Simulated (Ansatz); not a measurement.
# MoS2: the cost of one run

Method: DFT PBE+D3(BJ), scalar-relativistic, plane waves, PAW, in Ansatz 0.2.0.

7 further runs of the same task are left out: 7 set aside as unsound or not needed. Runs told in other sessions of the task aren't counted.

## (1) The starting structure

It takes space group P-6m2 (No. 187, hexagonal). The conventional cell has a = 3.149 Å, b = 3.149 Å, c = 6.645 Å, α = 90.00°, β = 90.00°, γ = 120.00°. Mo (site symmetry -6m2) is surrounded by 6 S at 2.40 Å. Around S (site symmetry 3m) lie 3 Mo at 2.40 Å.

Coordinates:

```
Mo S
1.0
     3.14948    0.00000    0.00000
    -1.57474    2.72753    0.00000
     0.00000    0.00000    6.64503
Mo S
1 2
Direct
  0.00000 0.00000 0.00000
  0.33333 0.66667 0.23579
  0.33333 0.66667 0.76421
```

It goes back to an entry of the Materials Project, which need not be the stable form.

This cell was relaxed beforehand with the same method: volume 19.03 Å³/atom, gap on the mesh 1.21 eV.

## (2) What is varied

Gamma surface: rigid slide across a plane, one fault a cell; the plane is (0 0 1) of the conventional cell, and the faces at the cut hold S and Mo.

The axes are (1) slide along a1: 12 values from 0.000 to 0.917, periodic; (2) slide along a2: 12 values from 0.000 to 0.917, periodic.

Nothing else is relaxed (rigid halves, spacing across the cut fixed). Energies count from the perfect crystal. Points are written as (first, second).

The two vectors of the plane (Å): (-3.149, 0.000, 0.000); (-1.575, -2.728, 0.000).

## (3) Grid point (1/12, 1/12) of the map's two axes

input.yaml

```yaml
crystal:
  lattice:
    - [-3.1494847632, 0.0, 0.0]
    - [-1.5747423816, -2.7275338138, 0.0]
    - [-0.3936855954, -0.2272944845, 13.290063803]
  atoms:
    - { symbol: Mo, position: [-0.0049125, -0.0049125, 0.05895] }
    - { symbol: Mo, position: [-0.0465791667, -0.0465791667, 0.55895] }
    - { symbol: S, position: [0.276929641, 0.276929641, 0.6768443076] }
    - { symbol: S, position: [0.3185963077, 0.3185963077, 0.1768443076] }
    - { symbol: S, position: [0.2549120256, 0.2549120256, 0.9410556924] }
    - { symbol: S, position: [0.2965786923, 0.2965786923, 0.4410556924] }
basis:
  ecutwfc: 420
kpoints:
  mp_grid: { grid: [10, 10, 2] }
hamiltonian:
  xc: pbe
  pseudopotentials: { kind: paw, azcp: { folder: soft_1 } }
  dispersion: d3bj
scf:
  occupations: { method: gaussian, width: 0.05 }
output:
  forces: true
  stress: true
  eigenvalues: true
```

Command:

```bash
$ ansatz run input.yaml --threads 2 --pin off --max-ram 4096MiB --backend cpu --events-out ev --progress --plain --runs-dir out
```

**Question.** How long does this run take on 2 threads of Arm Neoverse V1, shared host, and how much memory does it need?

About 12 s, with a peak of 0.43 GiB.
